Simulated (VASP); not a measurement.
```xyz
2
Lattice="2.6900 0.0000 0.0000 0.0000 2.6900 0.0000 0.0000 0.0000 3.7000" Properties=species:S:1:pos:R:3 pbc="T T T"
Co     0.0000     0.0000     0.0000
Pt     1.3450     1.3450     1.8500
```
Starting moments (μB, in the order of the record's atoms Co Pt): 2.0 0.0.

All values below come from PBEsol GGA, VASP's PBE PAW potentials (set 64) (plane waves; VASP). Numerical set-up: 400 eV cut-off, 12×12×9 Γ-centred mesh, first-order Methfessel-Paxton smearing of 0.10 eV, potentials Co Pt.

Energy and stress use the plane-wave basis of the starting cell.

The ions, cell shape and volume are relaxed. What does this cell relax into?

```xyz
2
Lattice="2.6583 0.0000 0.0000 0.0000 2.6583 0.0000 0.0000 0.0000 3.6542" Properties=species:S:1:pos:R:3 pbc="T T T"
Co     2.6583     2.6583     0.0000
Pt     1.3291     1.3291     1.8271
```
Space group P4/mmm (123), at a tolerance of 0.03 Å. The cell ends with 2.22 μB, on the sites 1.84 0.39 μB.

How do energy and volume change from the first to the last step?

The energy (σ→0) changes by -12.9 meV/atom and the volume by -3.6 %, in 5 ionic steps.

The compound is CoPt in the L1_0 structure. This run relaxes it. Symmetry was kept, so distortions that lower it aren't found.
